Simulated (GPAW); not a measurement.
# Hf (Fm-3m) in GPAW: a series of runs

One crystal, Hf, is run at these levels: SOGGA, PBE+D4, r2SCAN+U, RPBE+D3(BJ)+ATM+U, SCAN+U, BP86+U; tasks: band structure, density of states, relaxation of cell and atoms, electron localisation function.

Program: GPAW 26.7.0. These are calculated values, not measurements. Logs are shortened: lines on timing, memory, paths and dates and some standing lists are left out, and cuts for length are marked. The log counts tension as positive stress, the text compression.

## (1) The crystal as given

It takes space group Fm-3m (No. 225, cubic). The conventional cell has a = 4.440 Å, b = 4.440 Å, c = 4.440 Å, α = 90.00°, β = 90.00°, γ = 90.00°. Hf (site symmetry m-3m) has 12 Hf at 3.14 Å as nearest neighbours.

This isn't the form of Hf at room conditions, which is hcp.

## (2) Band structure, SOGGA

run.py

```python
from ase.dft.bandgap import bandgap
from ase.io import read, write
from ase.units import GPa
from gpaw import GPAW, PW, setup_paths

setup_paths.insert(0, '.')

atoms = read('Hf.xyz')

calc = GPAW(mode=PW(600),
            xc='GGA_X_SOGGA+GGA_C_PBE_SOL',
            kpts={'size': (10, 10, 10), 'gamma': True},
            occupations={'name': 'fermi-dirac', 'width': 0.05},
            nbands=14,
            convergence={'density': 1e-05, 'energy': 1e-05},
            maxiter=150,
            txt='gpaw.txt')
atoms.calc = calc
energy = atoms.get_potential_energy()
forces = atoms.get_forces()
stress = atoms.get_stress()
calc.write('gs.gpw')
write('result.traj', atoms)
print(f'Energy: {energy:.6f} eV')
print('Forces (eV/A):')
print(forces.round(4))
print('Stress (GPa):', (stress / GPa).round(3))
print('Fermi level:', round(calc.get_fermi_level(), 4), 'eV')
print(f'Gap: {bandgap(calc)[0]:.4f} eV, direct: {bandgap(calc, direct=True)[0]:.4f} eV')

path = atoms.cell.bandpath('GXWKGLUWLK,UX', npoints=100, eps=1e-4)
bs_calc = calc.fixed_density(kpts=path, symmetry='off', nbands=22,
                             convergence={'bands': 'CBM+6.0', 'eigenstates': 1e-6}, txt='bands.txt')
bs = bs_calc.band_structure()
bs.write('bs.json')
print(f'Gap on the path: {bandgap(bs_calc)[0]:.4f} eV')
```

Hf.xyz

```xyz
1
Lattice="0.0000000000 2.2200000000 2.2200000000 2.2200000000 0.0000000000 2.2200000000 2.2200000000 2.2200000000 0.0000000000" Properties=species:S:1:pos:R:3 pbc="T T T"
Hf     0.0000000000      0.0000000000      0.0000000000
```

Potentials or basis: PAW data sets generated in the run's folder for this functional, pw.

Command:

```sh
gpaw-setup -f GGA_X_SOGGA+GGA_C_PBE_SOL Hf
OMP_NUM_THREADS=1 python run.py
```

gpaw.txt:

```text
__  _  _
 | _ |_)|_||  |
 |__||  | ||/\| - 26.7.0

Input parameters:
  mode=PW(ecut=600.0),
  convergence={'density': 1e-05, 'energy': 1e-05},
  kpts=MonkhorstPack(size=(10, 10, 10), gamma=True),
  maxiter=150,
  nbands=14,
  occupations=Occupations(name='fermi-dirac', width=0.05),
  xc=XC(name='GGA_X_SOGGA+GGA_C_PBE_SOL')

Diagonalizing LCAO Hamiltonian
Converting LCAO to pw mode

       Hf

Atoms  # Å, Bohr magnetons
|   | symbol |        x |        y |        z |    initial magnetic moments |
|---|--------|----------|----------|----------|-----------------------------|
| 0 |     Hf | 0.000000 | 0.000000 | 0.000000 | ( 0.0000,  0.0000,  0.0000) |

Unit cell  # Å
| periodic |        x |        y |        z |  lengths |    angles |
|----------|----------|----------|----------|----------|-----------|
|      yes | 0.000000 | 2.220000 | 2.220000 | 3.139554 | 60.000000 |
|      yes | 2.220000 | 0.000000 | 2.220000 | 3.139554 | 60.000000 |
|      yes | 2.220000 | 2.220000 | 0.000000 | 3.139554 | 60.000000 |

Number of symmetries: 48
Symmetry operations  # r_c * U_cc + t_c -> r_c
|    | kind |            matrix            |
|----|------|------------------------------|
|  0 |  σ   |  1, 0, 0,  1, 0,-1,  1,-1, 0 |
|  1 |  C2  |  1, 0, 0,  1,-1, 0,  1, 0,-1 |
|  2 |  E   |  1, 0, 0,  0, 1, 0,  0, 0, 1 |
|  3 |  σ   |  1, 0, 0,  0, 0, 1,  0, 1, 0 |
|  4 |  C4  |  1, 0,-1,  1, 0, 0,  1,-1, 0 |
|  5 |  S6  |  1, 0,-1,  1,-1, 0,  1, 0, 0 |
|  6 |  σ   |  1, 0,-1,  0, 1,-1,  0, 0,-1 |
|  7 |  C3  |  1, 0,-1,  0, 0,-1,  0, 1,-1 |
|  8 |  S6  |  1,-1, 0,  1, 0, 0,  1, 0,-1 |
|  9 |  C4  |  1,-1, 0,  1, 0,-1,  1, 0, 0 |
| 10 |  C3  |  1,-1, 0,  0,-1, 1,  0,-1, 0 |
| 11 |  σ   |  1,-1, 0,  0,-1, 0,  0,-1, 1 |
| 12 |  σ   |  0, 1, 0,  1, 0, 0,  0, 0, 1 |
| 13 |  C4  |  0, 1, 0,  0, 1,-1, -1, 1, 0 |
| 14 |  C3  |  0, 1, 0,  0, 0, 1,  1, 0, 0 |
| 15 |  S6  |  0, 1, 0, -1, 1, 0,  0, 1,-1 |
| 16 |  C2  |  0, 1,-1,  1, 0,-1,  0, 0,-1 |
| 17 |  σ   |  0, 1,-1,  0, 1, 0, -1, 1, 0 |
| 18 |  S4  |  0, 1,-1,  0, 0,-1,  1, 0,-1 |
| 19 |  C4  |  0, 1,-1, -1, 1, 0,  0, 1, 0 |
| 20 |  C3  |  0, 0, 1,  1, 0, 0,  0, 1, 0 |
| 21 |  σ   |  0, 0, 1,  0, 1, 0,  1, 0, 0 |
| 22 |  S6  |  0, 0, 1,  0,-1, 1, -1, 0, 1 |
| 23 |  C4  |  0, 0, 1, -1, 0, 1,  0,-1, 1 |
| 24 |  S4  |  0, 0,-1,  1, 0,-1,  0, 1,-1 |
| 25 |  C3  |  0, 0,-1,  0, 1,-1,  1, 0,-1 |
| 26 |  C2  |  0, 0,-1,  0,-1, 0, -1, 0, 0 |
| 27 |  S6  |  0, 0,-1, -1, 0, 0,  0,-1, 0 |
| 28 |  S4  |  0,-1, 1,  1,-1, 0,  0,-1, 0 |
| 29 |  C4  |  0,-1, 1,  0, 0, 1, -1, 0, 1 |
| 30 |  C2  |  0,-1, 1,  0,-1, 0,  1,-1, 0 |
| 31 |  σ   |  0,-1, 1, -1, 0, 1,  0, 0, 1 |
| 32 |  C3  |  0,-1, 0,  1,-1, 0,  0,-1, 1 |
| 33 |  S6  |  0,-1, 0,  0, 0,-1, -1, 0, 0 |
| 34 |  S4  |  0,-1, 0,  0,-1, 1,  1,-1, 0 |
| 35 |  C2  |  0,-1, 0, -1, 0, 0,  0, 0,-1 |
| 36 |  C2  | -1, 1, 0,  0, 1, 0,  0, 1,-1 |
| 37 |  S6  | -1, 1, 0,  0, 1,-1,  0, 1, 0 |
| 38 |  S4  | -1, 1, 0, -1, 0, 1, -1, 0, 0 |
| 39 |  C3  | -1, 1, 0, -1, 0, 0, -1, 0, 1 |
| 40 |  S6  | -1, 0, 1,  0, 0, 1,  0,-1, 1 |
| 41 |  C2  | -1, 0, 1,  0,-1, 1,  0, 0, 1 |
| 42 |  C3  | -1, 0, 1, -1, 1, 0, -1, 0, 0 |
| 43 |  S4  | -1, 0, 1, -1, 0, 0, -1, 1, 0 |
| 44 |  C2  | -1, 0, 0,  0, 0,-1,  0,-1, 0 |
| 45 |  i   | -1, 0, 0,  0,-1, 0,  0, 0,-1 |
| 46 |  σ   | -1, 0, 0, -1, 1, 0, -1, 0, 1 |
| 47 |  C2  | -1, 0, 0, -1, 0, 1, -1, 1, 0 |

BZ-sampling:
  Number of BZ points: 1000
  Number of IBZ points: 47

  Monkhorst-Pack size: [10, 10, 10]
  Monkhorst-Pack shift: [0.05, 0.05, 0.05]

K-points  # in reciprocal-cell coordinates
|     |                                coordinates |     weight |
|-----|--------------------------------------------|------------|
|   0 | (  0.00000000,   0.00000000,   0.00000000) | 0.00100000 |
|   1 | (  0.10000000,   0.10000000,   0.00000000) | 0.00600000 |
|   2 | (  0.10000000,   0.10000000,   0.10000000) | 0.00800000 |
|   3 | (  0.20000000,   0.10000000,   0.10000000) | 0.01200000 |
|   4 | (  0.20000000,   0.20000000,   0.00000000) | 0.00600000 |
|   5 | (  0.20000000,   0.20000000,   0.10000000) | 0.02400000 |
|   6 | (  0.20000000,   0.20000000,   0.20000000) | 0.00800000 |
|   7 | (  0.30000000,   0.20000000,   0.10000000) | 0.02400000 |
|   8 | (  0.30000000,   0.20000000,   0.20000000) | 0.02400000 |
|   9 | (  0.30000000,   0.30000000,   0.00000000) | 0.00600000 |
| ... |                                            |            |
|  46 | (  0.50000000,   0.50000000,   0.50000000) | 0.00400000 |

Plane wave coefficients: 745
Cutoff: 600.0 eV

Spin-components: 1 (collinear spins)
Bands:           14
Projectors:      6
Spin-degeneracy: 2
Datatype:        complex128

Density:
  Valence electrons: 12.0
  Components: 1
  Grid points: [18 18 18]
  Charge: 0.0  # |e|

Potential:
  Grid points: [18 18 18]

species:
  Hf:
    name:    Hafnium
    Z:       72.0
    valence: 12
    core:    60
    charge:  0.0  # [|e|]
    compensation charges:
      type: gauss
      rc: 0.41  # [Å]
      lmax: 2
    cutoffs:
      filter: 2.36  # [Å]
      core: 4.02  # [Å]
    projectors
    | kind |    occ | energy [eV] | rcut [Å] |
    |------|--------|-------------|----------|
    |   5s |  2.000 |     -66.863 |    1.397 |
    |   6s |  2.000 |      -5.127 |    1.397 |
    |   5p |  6.000 |     -35.622 |    1.307 |
    |   6p |  0.000 |      -1.386 |    1.307 |
    |   5d |  2.000 |      -2.734 |    1.334 |
    |    d |        |      24.478 |    1.334 |

    Using partial waves for Hf as LCAO basis

Reference energy: -409761.585189  # eV

eigensolver:
  PPCG
  Converge bands: occupied
  niter=2

density mixing:
  MSR1-Mixer
  Pratt-step length: 0.05
  Maximum mixing coefficient: 0.75
  Old densities: 10
  SVD Regularization: 0.005
  Good broyden scale: 1.0
  Trust region scale: 1.0
  Backstep threshold: 4.0
  History deletion threshold: 6.0
  Fourier metric: weight=20.0, sigma=0.015

occupation numbers:
  Fermi-Dirac:
    width: 0.0500  # eV

poisson solver:
  ecut: 4800.0  # eV

xc functional:
  name: GGA_X_SOGGA+GGA_C_PBE_SOL with 2 nearest neighbor stencil

convergence criteria:
- Maximum integral of absolute [dens]ity change: 1e-05 electrons / valence electron
- Maximum [total energy] change in last 3 cyles: 1e-05 eV / valence electron
- Maximum integral of absolute [eigenst]ate change: 4e-08 eV^2 / valence electron
maximum number of iterations: 150

SCF iterations
|iter     | |      energy | eigst |  dens |
|---------|-|-------------|-------|-------|
|iter:   1| |   -8.149430 | -0.24 |       |
|iter:   2| |   -8.132846 | -3.05 | -1.32 |
|iter:   3| |   -8.051703 | -2.03 | -1.35 |
|iter:   4| |   -8.055300 | -3.39 | -1.97 |
|iter:   5| |   -8.056203 | -4.74 | -2.39 |
|iter:   6| |   -8.056208 | -6.88 | -3.73 |
|iter:   7| |   -8.056208c| -7.99c| -4.18 |
|iter:   8| |   -8.056208c| -9.56c| -5.55c|

Converged in 8 steps
Energy contributions relative to reference atoms: (reference = -409761.585189)

Energy contributions:
  Kinetic:           6.047030
  Coulomb:          -5.550385
  Zero:             -0.497629
  External:          0.000000
  Xc:               -8.049676
  Entropy:          -0.011096
  Spinorbit:         0.000000
  ----------------------------
  Free energy:      -8.061757
  Extrapolated:     -8.056208

dipole moment: (-16.140262, -16.140262, -16.140262)  # |e|*Ang

Fermi level: 9.900
Eigenvalues  # (at kpt = [0.000, 0.000, 0.000])
| band index |      eig [eV] | occ [0-2] |
|------------|---------------|-----------|
|          0 |       -51.587 |     2.000 |
|          1 |       -20.030 |     2.000 |
|          2 |       -20.030 |     2.000 |
|          3 |       -20.030 |     2.000 |
|          4 |         2.637 |     2.000 |
|          5 |        11.293 |     0.000 |
|          6 |        11.293 |     0.000 |
|          7 |        11.293 |     0.000 |
|          8 |        14.137 |     0.000 |
|          9 |        14.137 |     0.000 |
|         10 |        21.516 |     0.000 |
|         11 |        25.886 |     0.000 |
|         12 |        25.886 |     0.000 |
|         13 |        25.886 |     0.000 |

No gap
No difference between direct/indirect transitions

Forces  # eV/Ang
|        x |       y |        z |
|----------|---------|----------|
| -0.00000 | 0.00000 | -0.00000 |  # Hf   0

Stress tensor  # eV/Ang^3
|         x |         y |        z |
|-----------|-----------|----------|
|  0.008819 | -0.000000 | 0.000000 |
| -0.000000 |  0.008819 | 0.000000 |
|  0.000000 |  0.000000 | 0.008819 |

# Writing to gs.gpw (mode='')
```

It took 21 s on 1 thread of Arm Neoverse V2, shared host; peak memory 0.19 GiB.

What came out:

```yaml
Free_energy: -8.0618 eV
Pressure: -1.4 GPa
Band_gap_along_the_path: none (metal or under the smearing width)
```

Levels at the corners of the path, in eV from the Fermi level:
```
point  band 3  band 4  band 5  band 6  band 7  band 8  band 9  band 10
    Γ  -29.93  -29.93   -7.26    1.39    1.39    1.39    4.24     4.24
    X  -30.24  -30.24   -3.35   -2.21    2.63    6.43    7.08     7.08
    W  -30.50  -30.26   -1.86   -0.40   -0.40    2.52    7.09     9.28
    K  -30.44  -30.18   -2.30   -1.47    0.88    4.04    6.05     6.82
    Γ  -29.93  -29.93   -7.26    1.39    1.39    1.39    4.24     4.24
    L  -30.05  -30.05   -3.69    0.65    1.16    1.16    6.43     6.43
    U  -30.44  -30.18   -2.30   -1.47    0.88    4.04    6.05     6.82
    W  -30.50  -30.26   -1.86   -0.40   -0.40    2.52    7.09     9.28
    L  -30.05  -30.05   -3.69    0.65    1.16    1.16    6.43     6.43
    K  -30.44  -30.18   -2.30   -1.47    0.88    4.04    6.05     6.82
    U  -30.44  -30.18   -2.30   -1.47    0.88    4.04    6.05     6.82
    X  -30.24  -30.24   -3.35   -2.21    2.63    6.43    7.08     7.08
```

Caveat: spin-orbit coupling is left out, which moves the levels of the heavy elements.

## (3) Band structure, PBE+D4, spin-orbit coupling, no magnetisation (cell strained at random at fixed volume)

run.py

```python
import numpy as np
from ase.calculators.mixing import SumCalculator
from ase.dft.bandgap import bandgap
from ase.io import read, write
from ase.units import GPa
from dftd4.ase import DFTD4
from gpaw import GPAW, PW
from gpaw.spinorbit import soc_eigenstates

atoms = read('POSCAR')

calc = GPAW(mode=PW(600),
            xc='PBE',
            kpts={'size': (8, 8, 8), 'gamma': True},
            occupations={'name': 'fermi-dirac', 'width': 0.05},
            nbands=14,
            convergence={'density': 1e-05, 'energy': 1e-05},
            maxiter=150,
            txt='gpaw.txt')
atoms.calc = SumCalculator([calc, DFTD4(method='pbe')])
energy = atoms.get_potential_energy()
forces = atoms.get_forces()
stress = atoms.get_stress()
calc.write('gs.gpw')
write('result.traj', atoms)
print(f'Energy: {energy:.6f} eV')
print('Forces (eV/A):')
print(forces.round(4))
print('Stress (GPa):', (stress / GPa).round(3))
print('Fermi level:', round(calc.get_fermi_level(), 4), 'eV')
print(f'Gap: {bandgap(calc)[0]:.4f} eV, direct: {bandgap(calc, direct=True)[0]:.4f} eV')

path = atoms.cell.bandpath('XGY,LGZ,NGM,RG', npoints=80, eps=1e-4)
bs_calc = calc.fixed_density(kpts=path, symmetry='off', nbands=22,
                             convergence={'bands': 'CBM+6.0', 'eigenstates': 1e-6}, txt='bands.txt')
bs = bs_calc.band_structure()
bs.write('bs.json')
print(f'Gap on the path: {bandgap(bs_calc)[0]:.4f} eV')

soc = soc_eigenstates(bs_calc, theta=90, phi=0)
np.savetxt('soc_bands.dat', soc.eigenvalues(), fmt='%.4f')
mesh = soc_eigenstates('gs.gpw', theta=90, phi=0)
np.savetxt('soc_mesh.dat', mesh.eigenvalues(), fmt='%.4f')
print('Fermi level with spin-orbit coupling:', round(mesh.fermi_level, 4), 'eV')
```

POSCAR

```
Hf
1.0
   -0.0434730000      2.2074770000      2.2133560000
    2.1627620000     -0.0426750000      2.2125580000
    2.1720080000      2.2159250000     -0.0519210000
Hf
1
Direct
    0.0019310000     -0.0112190000     -0.0034220000
```

Potentials or basis: GPAW PAW data sets (gpaw-data 1.2.1), pw.

Command:

```sh
OMP_NUM_THREADS=1 python run.py
```

It took 46 s on 1 thread of Arm Neoverse V2, shared host; peak memory 0.28 GiB.

Results (log left out):

```yaml
Free_energy: -7.6378 eV
Pressure: 2.1 GPa
Band_gap_along_the_path: none (metal or under the smearing width)
Dispersion_energy_per_atom: -0.214 eV
```

Stress tensor (GPa, compression positive):
```
3.15 0.94 1.43
0.94 1.68 1.15
1.43 1.15 1.58
```

Levels at the corners of the path, in eV from the Fermi level:
| point | band 7 | band 8 | band 9 | band 10 | band 11 | band 12 | band 13 | band 14 |
| --- | --- | --- | --- | --- | --- | --- | --- | --- |
| X | -27.11 | -27.11 | -3.75 | -3.75 | 0.55 | 0.55 | 0.93 | 0.93 |
| Γ | -26.97 | -26.97 | -7.28 | -7.28 | 1.04 | 1.04 | 1.25 | 1.25 |
| Y | -27.12 | -27.12 | -3.73 | -3.73 | 0.62 | 0.62 | 0.88 | 0.88 |
| L | -27.41 | -27.41 | -3.34 | -3.34 | -2.28 | -2.28 | 2.81 | 2.81 |
| Γ | -26.97 | -26.97 | -7.28 | -7.28 | 1.04 | 1.04 | 1.25 | 1.25 |
| Z | -27.12 | -27.12 | -3.73 | -3.73 | 0.61 | 0.61 | 0.74 | 0.74 |
| N | -27.36 | -27.36 | -3.38 | -3.38 | -2.22 | -2.22 | 2.50 | 2.50 |
| Γ | -26.97 | -26.97 | -7.28 | -7.28 | 1.04 | 1.04 | 1.25 | 1.25 |
| M | -27.36 | -27.36 | -3.38 | -3.38 | -2.22 | -2.22 | 2.46 | 2.46 |
| R | -27.18 | -27.18 | -3.63 | -3.63 | 0.79 | 0.79 | 0.93 | 0.93 |
| Γ | -26.97 | -26.97 | -7.28 | -7.28 | 1.04 | 1.04 | 1.25 | 1.25 |

Caveat: spin-orbit coupling was added after a scalar SCF, so levels and gaps hold it while energy, forces, pressure and moments don't; this program's spin-orbit splittings come out too wide for heavy elements; pairwise dispersion overbinds metals, which lowers pressure and volume.

[end of part 1 of 3]
